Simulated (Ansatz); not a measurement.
Results of r²SCAN (plane waves, PAW; Ansatz, an electronic-structure program) for wurtzite BeO.

Run with plane-wave cutoff 560 eV, 18×18×8 k mesh (along the axes of the cell as run), Fermi–Dirac smearing 0.01 eV, scalar-relativistic PAW data made under PBE.

Computed at the level's own relaxed cell.

```xyz
4
Lattice="1.3452 -2.3299 0.0000 1.3452 2.3299 0.0000 0.0000 0.0000 4.3697" Properties=species:S:1:pos:R:3 pbc="T T T"
Be     1.3452    -0.7766     2.1855
Be     1.3452     0.7766     0.0007
O      1.3452    -0.7766     3.8359
O      1.3452     0.7766     1.6511
```

**Question.** List the 10 lowest band energies at Γ above −25 eV (eV, relative to the valence band maximum), grouping those that round alike.

**Answer.** At Γ: -19.74, -17.93, -6.37, -1.03 (×2), -0.04 (×2), 0.00, 8.55, 12.77.
